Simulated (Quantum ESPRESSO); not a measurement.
Crystal: WS2.

```xyz
3
Lattice="1.5790 0.9116 6.1633 -1.5790 0.9116 6.1633 0.0000 -1.8233 6.1633" Properties=species:S:1:pos:R:3 pbc="T T T"
W     0.0000    0.0000    0.0000
S     0.0000    0.0000   10.7427
S     0.0000    0.0000   13.8730
```

Measurements of this composition are mostly on another form, of space group No. 194.

Base run:

- Program: Quantum ESPRESSO 7.5
- Functional: PBEsol
- Potentials or basis: GBRV 1.5 PBEsol
- Cutoff: 762 eV
- Density cutoff: 6095 eV
- k mesh: 10 × 10 × 10
- Occupations: fermi-dirac, width 0.05 eV
- Spin: no spin polarisation
- Hubbard terms: W d U = 6 eV

Its results: band gap on the k mesh 1.25 eV, indirect (least direct gap 1.83 eV); pressure 0.4 GPa; largest force 0.615 eV/Å.

Task: The run is repeated on the same cell with these changes: hubbard terms from W d U = 6 eV to W d U = 2 eV. What comes out?

Result: Band gap on the k mesh 1.06 eV, indirect (least direct gap 2.15 eV); pressure -0.3 GPa; largest force 0.606 eV/Å.

Caveats: spin-orbit coupling is left out, which moves the levels of the heavy elements.

A k mesh can miss the band edges.
